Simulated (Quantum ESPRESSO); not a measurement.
Input of a Quantum ESPRESSO 7.5 run:

Contents of scf.in:

```
&CONTROL
  calculation = 'scf'
  prefix = 'pwscf'
  outdir = './tmp'
  pseudo_dir = './pseudo'
/
&SYSTEM
  ibrav = 0
  nat = 1
  ntyp = 1
  ecutwfc = 36
  nbnd = 7
  occupations = 'smearing'
  smearing = 'fd'
  degauss = 0.00367493
  force_symmorphic = .true.
/
&ELECTRONS
  conv_thr = 2d-10
  electron_maxstep = 120
  mixing_beta = 0.5
/
ATOMIC_SPECIES
Si    28.0850 Si.upf
CELL_PARAMETERS angstrom
   2.5851257326    0.0000000000    0.0000000000
  -1.2925628663    2.2387845564    0.0000000000
   0.0000000000    0.0000000000    2.4330211905
ATOMIC_POSITIONS crystal
Si     0.0000000000    0.0000000000    0.0000000000
K_POINTS automatic
12 12 12 0 0 0
```

Contents of nscf.in:

```
&CONTROL
  calculation = 'nscf'
  prefix = 'pwscf'
  outdir = './tmp'
  pseudo_dir = './pseudo'
/
&SYSTEM
  ibrav = 0
  nat = 1
  ntyp = 1
  ecutwfc = 36
  nbnd = 122
  occupations = 'smearing'
  smearing = 'fd'
  degauss = 0.00367493
  force_symmorphic = .true.
/
&ELECTRONS
  conv_thr = 1d-08
  diago_full_acc = .true.
  diago_thr_init = 1d-06
/
ATOMIC_SPECIES
Si    28.0850 Si.upf
CELL_PARAMETERS angstrom
   2.5851257326    0.0000000000    0.0000000000
  -1.2925628663    2.2387845564    0.0000000000
   0.0000000000    0.0000000000    2.4330211905
ATOMIC_POSITIONS crystal
Si     0.0000000000    0.0000000000    0.0000000000
K_POINTS automatic
6 6 6 0 0 0
```

Potentials or basis: PseudoDojo 0.4.1 SR PBEsol standard.

Run with:

```bash
$ OMP_NUM_THREADS=1 pw.x -in scf.in > scf.out
$ OMP_NUM_THREADS=1 pw.x -in nscf.in > nscf.out
```

Q: Estimate the band gap on the k mesh, mean-field level.

A: None (metal or under the smearing width).

Caveat: the k mesh is coarse (spacing up to 0.47 Å⁻¹), so the values aren't converged.
